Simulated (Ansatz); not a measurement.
# AlAs: how the settings move a relaxation

How sensitive is a relaxation of AlAs to its settings? A reference run comes first, then one run with altered input.

Method: reference: DFT, r2SCAN, PAW with Ansatz's default frozen-core files, scalar-relativistic; relaxation of cell and atoms, in Ansatz 0.2.0.

**1. The structure to begin with**

Symmetry: F-43m, No. 216, cubic system. The conventional cell has a = 5.661 Å, b = 5.661 Å, c = 5.661 Å, α = 90.00°, β = 90.00°, γ = 90.00°. Al (site symmetry -43m) is surrounded by 4 As at 2.45 Å. As (site symmetry -43m) is surrounded by 4 Al at 2.45 Å.

Structure file:

```
Al As
1.0
     0.00000    2.83040    2.83040
     2.83040    0.00000    2.83040
     2.83040    2.83040    0.00000
Al As
1 1
Direct
  0.00000 0.00000 0.00000
  0.75000 0.75000 0.75000
```

**2. The reference run**

Input file input.yaml:

```yaml
crystal:
  lattice:
    - [0.0, 2.8304, 2.8304]
    - [2.8304, 0.0, 2.8304]
    - [2.8304, 2.8304, 0.0]
  atoms:
    - { symbol: Al, position: [0.0, 0.0, 0.0] }
    - { symbol: As, position: [0.75, 0.75, 0.75] }
kpoints:
  mp_grid: { grid: [10, 10, 10] }
scf:
  occupations: { method: fermi_dirac, width: 0.1 }
hamiltonian:
  xc: r2scan
  pseudopotentials: { kind: paw }
relax:
  f_tol: 0.002
  max_steps: 80
  cell: {}
output:
  forces: true
  stress: true
  write_density: true
  write_potential: true
  elf: true
  volumetric_format: npy
```

The run is started by

```console
ansatz run input.yaml --threads 2 --pin off --max-ram 5120MiB --backend cpu --events-out ev --progress --plain --runs-dir out
```

**3. Changing settings: mp_grid.grid [8, 8, 8], occupations.width 0.05, preconditioner local_kerker**

input.yaml: that of step 2 with these lines changed.

```diff
@@ -9,5 +9,6 @@
 kpoints:
-  mp_grid: { grid: [10, 10, 10] }
+  mp_grid: { grid: [8, 8, 8] }
 scf:
-  occupations: { method: fermi_dirac, width: 0.1 }
+  occupations: { method: fermi_dirac, width: 0.05 }
+  mixing: { preconditioner: local_kerker }
 hamiltonian:
@@ -22,5 +23 @@
   stress: true
-  write_density: true
-  write_potential: true
-  elf: true
-  volumetric_format: npy
```

**Question.** What will these runs give? Wanted: for each run, ending; energy change; pressure; gap; force.

The runs gave:

```tsv
run	ending	energy change	pressure (GPa)	gap (eV)	force (eV/Å)	cycles	time
reference	converged	0	0.0	1.82	0.00	18	12 s
1: mp_grid.grid [8, 8, 8], occupations.width 0.05, preconditioner local_kerker	converged	+0.5 meV/atom (σ→0)	0.0	1.81	0.00	19	7 s
```

Times don't compare one to one where runs were asked for different outputs or read a saved state (see the inputs); cycles may leave out searches for a lower state.

**Reading.** Changing the k-point mesh, smearing and mixing hardly moves the energy: +0.5 meV/atom.
